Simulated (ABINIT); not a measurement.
# NaCl (Fm-3m): G0W0 in ABINIT against the k mesh, part 2 of 2

Aim: move the k mesh of a G0W0 run on NaCl (Fm-3m) over a wide range.

ABINIT 10.8.3; PBE and many-body steps on it, plane waves. Known limits of the many-body steps: not at the basis limit; coarse k mesh.

So far. Step 4 (Empty states on the mesh, 6×6×6 mesh, 30 bands): On this mesh the gap is 5.150 eV. Step 5 (Screening, 2×2×2 mesh, 26 bands, screening to 106.1 eV): Local fields lower ε∞ by 14 %. On a Γ-centred mesh this coarse the value itself is usually too large, while a short band sum pulls it down.

The database entry behind the starting cell differs from later determinations by our own check (an axis about 0.4 % short against later determinations), so it need not match the best structure at ambient conditions.

### 8. 4×4×4

The self-energy is evaluated for the states that the input lists, and the levels follow from it, in one-shot runs by the linearised quasiparticle equation.

This step: G0W0 on PBE, plane waves, norm-conserving pseudopotentials.

run.abi

```
acell 3*1.0 Angstrom
rprim 
  0.000000000000 2.810000000000 2.810000000000
  2.810000000000 0.000000000000 2.810000000000
  2.810000000000 2.810000000000 0.000000000000
ntypat 2
znucl 11 17
natom 2
typat 1 2
xred 
  0.000000000000 0.000000000000 0.000000000000
  0.500000000000 0.500000000000 0.500000000000
pp_dirpath "pseudos"
pseudos "Na.upf, Cl.upf"
ecut 38
ngkpt 4 4 4
nshiftk 1
shiftk 0 0 0
kptopt 1
chksymbreak 0
istwfk *1
occopt 1
irdwfk 1
optdriver 4
nband 26
gwcalctyp 0
ecutsigx 38
symsigma 1
nkptgw 1
kptgw 
  0.0000000000 0.0000000000 0.0000000000
bdgw 
  6 12
ecuteps 3.9
irdscr 1
ppmodel 1
indata_prefix "in"
outdata_prefix "out"
tmpdata_prefix "tmp"
```

Started as:

```console
OMP_NUM_THREADS=1 mpirun -n 4 abinit run.abi > log
```

Numbers of over 12 decimals in the logs are rounded to 6 here.

What it wrote:

```text
.Version 10.8.3 of ABINIT. v10.8.2 released Aug 2026.

 Symmetries : space group Fm -3 m (#225); Bravais cF (face-center cubic)
[... echo of the input left out ...]
== DATASET  1 ==================================================================
-   mpi_nproc: 4, omp_nthreads: 1 (-1 if OMP is not activated)

--- !DatasetInfo
iteration_state: {dtset: 1, }
dimensions: {natom: 2, nkpt: 8, mband: 26, nsppol: 1, nspinor: 1, nspden: 1, mpw: 3383, }
cutoff_energies: {ecut:  38.0, pawecutdg:  -1.0, }
electrons: {nelect:   1.60000000E+01, charge:   0.00000000E+00, occopt:   1.00000000E+00, tsmear:   1.00000000E-02, }

 SIGMA: Calculation of the GW corrections

 Based on a program developped by R.W. Godby, V. Olevano, G. Onida, and L. Reining.
 Incorporated in ABINIT by V. Olevano, G.-M. Rignanese, and M. Torrent.
.Using double precision arithmetic ; gwpc =  8

[... cell and pseudopotentials left out ...]
--------------------------------------------------------------------------------

 ==== K-mesh for the wavefunctions ====
 Number of points in the irreducible wedge :     8
[... list of points left out ...]
 Together with 48 symmetry operations and time-reversal symmetry
 yields    64 points in the full Brillouin Zone.

 ==== Q-mesh for screening function ====
 Number of points in the irreducible wedge :     8
[... list of points left out ...]
 Together with 48 symmetry operations and time-reversal symmetry
 yields    64 points in the full Brillouin Zone.

 vcoul_init : cutoff-mode = AUXILIARY_FUNCTION
 q-points for optical limit:   1
     1)      0.000010    0.000020    0.000030
 setmesh: FFT mesh size selected  =    45x   45x   45
          total number of points  =        91125

 Number of electrons calculated from density =   16.0000; Expected =   16.0000
[...]
number of q-points in BZ                           64
 number of frequencies for dSigma/dE                 9
 frequency step for dSigma/dE [eV]                0.25
 number of omega for Sigma on real axis              0
 max omega for Sigma on real axis  [eV]           0.00
 zcut for avoiding poles [eV]                     0.10

 EPSILON^-1 parameters (SCR file):
 dimension of the eps^-1 matrix on file            113
 dimension of the eps^-1 matrix used               113
 number of plane-waves for wavefunctions          3383
 number of bands                                    26
 number of q-points in IBZ                           8
 number of frequencies                               2
 number of real frequencies                          1
 number of imag frequencies                          1

 matrix elements of self-energy operator (all in [eV])

 Perturbative Calculation

--- !SelfEnergy_ee
iteration_state: {dtset: 1, }
kpoint     : [   0.000,    0.000,    0.000, ]
spin       : 1
KS_gap     :    5.150
QP_gap     :    7.919
Delta_QP_KS:    2.769
data: !SigmaeeData |
     Band     E0 <VxcDFT>   SigX SigC(E0)      Z dSigC/dE  Sig(E)    E-E0       E
        6  -0.539 -14.493 -18.927   2.572   0.816  -0.226 -16.012  -1.518  -2.057
        7  -0.539 -14.493 -18.927   2.572   0.816  -0.226 -16.012  -1.518  -2.057
        8  -0.539 -14.493 -18.927   2.572   0.816  -0.226 -16.012  -1.518  -2.057
        9   4.611  -8.178  -4.163  -2.574   0.869  -0.151  -6.926   1.251   5.862
       10  10.523  -8.376  -3.599  -2.528   0.864  -0.158  -6.434   1.943  12.466
       11  10.523  -8.376  -3.599  -2.528   0.864  -0.158  -6.434   1.943  12.466
       12  10.523  -8.376  -3.599  -2.528   0.864  -0.158  -6.434   1.943  12.466

== END DATASET(S) ==============================================================
================================================================================

 -outvars: echo values of variables after computation  --------
           etotal      0.0000000000E+00
            nband          26
             nkpt           8
          spgroup         225
 [... the other variables as echoed above ...]

 Calculation completed.
```

It took 6.3 s on 4 MPI ranks of Arm Neoverse N1, shared host; peak memory 0.52 GiB.

This step gave:

| Item | Value |
| --- | --- |
| G0W0 gap on the points computed | 7.919 eV |
| starting gap on the mesh | 5.150 eV |
| k of the valence top | 0, 0, 0 |
| k of the conduction bottom | 0, 0, 0 |
| Z at the valence top | 0.816 |
| Z at the conduction bottom | 0.869 |
| least direct G0W0 gap on the computed points | 7.919 eV |

The gap on the mesh goes from 5.15 eV to 7.92 eV, a correction of +2.77 eV.

### 9. Screening, 6×6×6 mesh, 26 bands, screening to 106.1 eV

This step: RPA screening on PBE, plane waves, norm-conserving pseudopotentials.

Changes to run.abi since step 8:

```diff
@@ -15,3 +15,3 @@
 ecut 38
-ngkpt 4 4 4
+ngkpt 6 6 6
 nshiftk 1
@@ -23,15 +23,8 @@
 irdwfk 1
-optdriver 4
+optdriver 3
 nband 26
-gwcalctyp 0
-ecutsigx 38
-symsigma 1
-nkptgw 1
-kptgw 
-  0.0000000000 0.0000000000 0.0000000000
-bdgw 
-  6 12
 ecuteps 3.9
-irdscr 1
-ppmodel 1
+inclvkb 2
+awtr 1
+symchi 1
 indata_prefix "in"
```

What it wrote:

```text
.Version 10.8.3 of ABINIT. v10.8.2 released Aug 2026.

 Symmetries : space group Fm -3 m (#225); Bravais cF (face-center cubic)
[... echo of the input left out ...]
== DATASET  1 ==================================================================
-   mpi_nproc: 4, omp_nthreads: 1 (-1 if OMP is not activated)

--- !DatasetInfo
iteration_state: {dtset: 1, }
dimensions: {natom: 2, nkpt: 16, mband: 26, nsppol: 1, nspinor: 1, nspden: 1, mpw: 3383, }
cutoff_energies: {ecut:  38.0, pawecutdg:  -1.0, }
[...]
--------------------------------------------------------------------------------
[... chi0 elements left out ...]
 For q-point:  0.000010 0.000020 0.000030
  dielectric constant =   2.3203
  dielectric constant without local fields =   2.7373

  Average fulfillment of the sum rule on Im[epsilon] for q-point    1 :     25.97  [%]
[... wings left out ...]
  q-point number  2        q = ( 0.166667, 0.000000, 0.000000) [r.l.u.]
--------------------------------------------------------------------------------
[... chi0 elements left out ...]
  Average fulfillment of the sum rule on Im[epsilon] for q-point    2 :     45.92  [%]

 [... 14 further q-points ...]
```

Run time: 83 s. Hardware: 4 MPI ranks; peak memory 0.66 GiB; 4.9 min of CPU time.

This step gave:

- ε∞ with local fields, on this mesh, along the program's q direction: 2.320
- the same without local fields: 2.737
- plasma frequency: 22.30 eV
- plane waves in the screening matrix: 113

### 10. 6×6×6

This step: G0W0 on PBE, plane waves, norm-conserving pseudopotentials.

Changes to run.abi since step 9:

```diff
@@ -23,8 +23,15 @@
 irdwfk 1
-optdriver 3
+optdriver 4
 nband 26
+gwcalctyp 0
+ecutsigx 38
+symsigma 1
+nkptgw 1
+kptgw 
+  0.0000000000 0.0000000000 0.0000000000
+bdgw 
+  6 12
 ecuteps 3.9
-inclvkb 2
-awtr 1
-symchi 1
+irdscr 1
+ppmodel 1
 indata_prefix "in"
```

What it wrote:

```text
.Version 10.8.3 of ABINIT. v10.8.2 released Aug 2026.

 Symmetries : space group Fm -3 m (#225); Bravais cF (face-center cubic)
[... echo of the input left out ...]
== DATASET  1 ==================================================================
-   mpi_nproc: 4, omp_nthreads: 1 (-1 if OMP is not activated)

--- !DatasetInfo
iteration_state: {dtset: 1, }
dimensions: {natom: 2, nkpt: 16, mband: 26, nsppol: 1, nspinor: 1, nspden: 1, mpw: 3383, }
cutoff_energies: {ecut:  38.0, pawecutdg:  -1.0, }
[...]
10  10.523  -8.377  -3.612  -2.536   0.864  -0.158  -6.452   1.925  12.449
       11  10.523  -8.377  -3.612  -2.536   0.864  -0.158  -6.452   1.925  12.449
       12  10.523  -8.377  -3.612  -2.536   0.864  -0.158  -6.452   1.925  12.449

== END DATASET(S) ==============================================================
================================================================================

 -outvars: echo values of variables after computation  --------
           etotal      0.0000000000E+00
            nband          26
             nkpt          16
          spgroup         225
 [... the other variables as echoed above ...]

 Calculation completed.
```

Wall time 7.6 s (4 MPI ranks); peak memory 0.65 GiB; 24 s of CPU time.

Numbers from this step:

| Property | Result |
| --- | --- |
| G0W0 gap on the points computed | 7.924 eV |
| starting gap on the mesh | 5.150 eV |
| k of the valence top | 0, 0, 0 |
| k of the conduction bottom | 0, 0, 0 |
| least direct G0W0 gap on the computed points | 7.924 eV |

Against the run before, the gap moves by +0.005 eV.

### 11. The runs together

Times are wall times on 4 MPI ranks of Arm Neoverse N1, shared host. The host was busy with other work, so they are no guide to cost. A run's time includes the screening step that it read.

```csv
run,mesh,bands,screening cutoff (eV),DFT gap (eV),gap on the mesh (eV),direct (eV),ε∞ used,time
2×2×2,2×2×2,26,106.1,5.150,7.603,7.603,3.02,11 s
4×4×4,4×4×4,26,106.1,5.150,7.919,7.919,2.35,22 s
6×6×6,6×6×6,26,106.1,5.150,7.924,7.924,2.32,90 s
```

### 12. Results

| Item | Value |
| --- | --- |
| 2×2×2 | 7.603 eV |
| 4×4×4 | 7.919 eV |
| 6×6×6 | 7.924 eV |
| known limits | not at the basis limit; coarse k mesh |

What this shows: The setting moved: k mesh. From 2×2×2 to 6×6×6 the gap moves by +0.32 eV, for 8.1 times the time. It holds to 0.03 eV from 4×4×4 on. Bands and screening cutoff are coupled, so a series along one setting does not show full convergence. Bands and cutoff are finite, so the gap is not at the basis limit. The miss can reach some tenths of an eV and take either sign; the mesh is an error of its own. In the G0W0 runs levels were corrected at 1 k point alone, so a gap called «on the mesh» is the least over those, and an edge elsewhere would be missed. The 2×2×2 mesh is coarse for this cell, which bears on the long-range parts of exchange and screening.

[Paths, hosts, dates, memory and timing lines, banners, echoed tables and standing remarks are left out of the program output.]

[Logs are printed without paths, hosts, clocks, repeated set-up lines and the standing remarks that a program may print on its own settings, such as how far it seeks lower states.]

[Runs of the session that timed out or met a known fault of the program may be left out.]

[Hosts, paths, dates, database ids (printed as entryN), source tags and the programs' standing remarks are cut or masked in the printed files.]

[G0W0 gaps are taken among the corrected bands and points alone; a level outside them can change the order at an edge.]

[Where Ansatz stands beside ABINIT at settings called matched, ABINIT's density can come from a denser mesh and the files from another edition; pairs whose starting gaps differed by over 0.03 eV were left out, so agreement reads better than it is.]
